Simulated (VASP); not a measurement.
CsI:

```
Cs I
1.0
     4.56670    0.00000    0.00000
     0.00000    4.56670    0.00000
     0.00000    0.00000    4.56670
Cs I
1 1
Direct
  0.00000 0.00000 0.00000
  0.50000 0.50000 0.50000
```

Base run:

- Program: VASP 6.6.1
- Functional: PBEsol
- Potentials or basis: VASP PAW PBE potentials, release 54 (Cs_sv, I)
- Cutoff: 520 eV
- k mesh: 6 × 6 × 6
- Occupations: gaussian, width 0.1 eV
- Spin: no spin polarisation

Its results: band gap on the k mesh 3.70 eV, indirect (least direct gap 3.79 eV); pressure -0.4 GPa.

Task: The run is repeated on the same cell with these changes: functional from PBEsol to r2SCAN; cutoff from 520 eV to 500 eV; occupations from gaussian, width 0.1 eV to tetrahedron. What comes out?

Result: Band gap on the k mesh 4.60 eV, indirect (least direct gap 4.68 eV); pressure 0.4 GPa.

Caveats: the PAW data sets were made with another functional, which shifts forces and pressure a little; spin-orbit coupling is left out, which moves the levels of the heavy elements.

A k mesh can miss the band edges.
